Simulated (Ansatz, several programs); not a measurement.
MgO (P6_3/mmc) from a database structure, relaxed with PBE in Ansatz (plane waves, PAW): it is hexagonal, P6_3/mmc (No. 194); conventional cell a = 3.521 Å, c = 4.238 Å, 11.37 Å³ an atom. Mg is surrounded by 5 O at 2.03–2.12 Å; O is surrounded by 5 Mg at 2.03–2.12 Å. The cell was then scaled with its shape and fractional coordinates held, which makes it stiffer than a relaxed compression. No spin polarisation and no zero-point or thermal motion.

| V (Å³/atom) | E (meV/atom) |
| --- | --- |
| 10.691 | 17.66 |
| 11.373 | 0.00 |
| 11.714 | 3.73 |
| 12.055 | 14.33 |

(1) Pass a cubic E = c₀ + c₁u + c₂u² + c₃u³, with u = V − 11.458 Å³, through these points.

(2) Where is the minimum, and what bulk modulus follows?

(3) Predict the energy and the pressure at the withheld volume, 11.032 Å³.

## Answers

(1) c₀ = 0.23, c₁ = +5.506, c₂ = 33.180, c₃ = -4.7392 (meV and Å³).

(2) dE/du = 0 at u = -0.082, so V₀ = 11.38 Å³. B = V₀ d²E/dV² = 11.38 × (2c₂ + 6c₃u) = 11.38 × 68.679 = 781 meV/Å³, and 1 meV/Å³ is 0.16022 GPa: 125 GPa. A third-order Birch-Murnaghan fit to all five points gives 11.37 Å³ and 124 GPa.

(3) With u = -0.426: E ≈ 4.27 meV and P = −dE/dV ≈ +4.06 GPa. The run gives 4.20 meV and, from its stress, +4.04 GPa.
